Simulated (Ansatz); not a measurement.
The system is ZrC.

```
Zr C
1.0
     0.00000    2.54552    2.54552
     2.54552    0.00000    2.54552
     2.54552    2.54552    0.00000
Zr C
1 1
Direct
  0.50000 0.50000 0.50000
  0.75000 0.75000 0.75000
```

The cell was built by a generator and needn't be a form met in nature.

* Program: Ansatz 0.2.0
* Task: relaxation of cell and atoms
* Functional: HF
* Potentials or basis: Ansatz PAW
* Cutoff: 420 eV (not typed: the program's choice for these potentials)
* k mesh: 5 × 5 × 5
* Occupations: fermi-dirac, width 0.05 eV
* Spin: no spin polarisation

At the start: volume 16.49 Å³/atom.

Question: Where does the relaxation end?

Answer: It ends after 7 steps and the volume is 17.31 Å³/atom (+5.0 %); space group F-43m (No. 216, to 0.05 Å).

Step by step:
```csv
step,energy change (eV),largest force (eV/Å),volume (Å³)
1,0.0000,0.0000,32.99
2,-0.0251,0.0000,35.60
3,-0.0389,0.0000,34.68
4,-0.0390,0.0000,34.62
5,-0.0408,0.0000,34.62
6,-0.0408,0.0000,34.63
7,-0.0408,0.0000,34.63
```

Final structure:
```
Zr C
1.0
     0.00000    2.58705    2.58705
     2.58705    0.00000    2.58705
     2.58705    2.58705    0.00000
Zr C
1 1
Direct
  0.50000 0.50000 0.50000
  0.75000 0.75000 0.75000
```

Caveat: the k mesh is coarse (spacing up to 0.43 Å⁻¹), so the values aren't converged, least of all with exact exchange; the plane-wave basis is chosen anew once the cell has moved, so the energies of steps on either side of that aren't comparable; the PAW data sets come from PBE, with cores solved anew for the run's functional, which leaves a small shift of forces and pressure.
